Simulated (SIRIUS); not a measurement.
**KF (Carobbiite) under changes of volume**

One of the cells (19.455 Å³/atom); the others are scaled copies at fixed shape and fractional positions:

```
K F
1.0
     0.00000    2.68954    2.68954
     2.68954    0.00000    2.68954
     2.68954    2.68954    0.00000
K F
1 1
Direct
  0.00000 0.00000 0.00000
  0.50000 0.50000 0.50000
```

* Program: SIRIUS 7.10.0
* Functional: PBEsol
* Potentials or basis: PseudoDojo 0.4.1 PBEsol standard (scalar relativistic)
* Cutoff: 1152 eV
* Density cutoff: 4606 eV
* k mesh: 9 × 9 × 9
* Occupations: fermi-dirac, width 0.05 eV
* Spin: no spin polarisation

| volume (Å³/atom) | energy over the lowest point (meV/atom) | pressure (GPa) | gap on the mesh (eV) |
| --- | --- | --- | --- |
| 17.929 | 2.95 | 1.4 | 6.38 |
| 18.311 | 0.58 | 0.6 | 6.27 |
| 18.692 | 0.00 | -0.1 | 6.16 |
| 19.455 | 3.44 | -1.3 | 5.96 |
| 19.837 | ? | ? | ? |
| 20.218 | 11.88 | -2.2 | 5.78 |

Q: What does the run at 19.837 Å³/atom give?

A: Energy over the lowest point 7.11 meV/atom; pressure -1.8 GPa; gap on the mesh 5.87 eV.

Worked out: A Birch-Murnaghan fit of order 3 (a polynomial in V^(-2/3)) to the other rows has its minimum at 18.63 Å³/atom with B0 = V·E''(V) = 33 GPa and B' = 4.9. It gives 7.11 meV/atom at 19.837 Å³/atom, against the run's 7.11, and -dE/dV = -1.8 GPa, against -1.8. A straight line through the other rows of the gap, of slope -5 eV per unit of ln V, gives 5.87 eV, against the run's 5.87.

Energies are extrapolated to zero smearing.

Caveats: an odd mesh through Γ misses points on the zone boundary, where band edges often lie.
